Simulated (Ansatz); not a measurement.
# HfO2 under changes of volume

One of the cells (11.152 Å³/atom); the others are scaled copies at fixed shape and fractional positions:

```xyz
3
Lattice="0.0000 2.5575 2.5575 2.5575 0.0000 2.5575 2.5575 2.5575 0.0000" Properties=species:S:1:pos:R:3 pbc="T T T"
Hf    0.0000    0.0000    0.0000
O     3.8363    3.8363    3.8363
O     1.2788    1.2788    1.2788
```

Measurements of this composition are mostly on another form, of space group No. 14.

| Item | Value |
| --- | --- |
| Program | Ansatz 0.2.0 |
| Functional | PBEsol |
| Potentials or basis | all-electron LAPW, scalar-relativistic |
| Cutoff | 343 eV (chosen from the basis error) |
| Basis error allowed | 0.002 eV/atom |
| k mesh | 9 × 9 × 9 |
| Occupations | fermi-dirac, width 0.05 eV |
| Spin | no spin polarisation |

```csv
volume (Å³/atom),energy over the lowest point (meV/atom),pressure (GPa),gap on the mesh (eV)
10.483,3.53,5.5,3.85
10.706,0.00,-0.3,3.80
10.929,4.12,-5.5,3.75
11.152,15.11,-10.2,3.69
11.375,?,?,?
11.598,54.92,-18.1,3.60
11.821,82.54,-21.5,3.55
```

What does the run at 11.375 Å³/atom give?

Energy over the lowest point 32.25 meV/atom; pressure -14.4 GPa; gap on the mesh 3.64 eV.

Worked out: A Birch-Murnaghan fit of order 3 (a polynomial in V^(-2/3)) to the other rows has its minimum at 10.69 Å³/atom with B0 = V·E''(V) = 265 GPa and B' = 4.2. It gives 32.25 meV/atom at 11.375 Å³/atom, against the run's 32.25, and -dE/dV = -14.4 GPa, against -14.4. A straight line through the other rows of the gap, of slope -2.5 eV per unit of ln V, gives 3.65 eV, against the run's 3.64.

Energies are extrapolated to zero smearing.

Caveats: spin-orbit coupling is left out, which moves the levels of the heavy elements; an odd mesh through Γ misses points on the zone boundary, where band edges often lie.
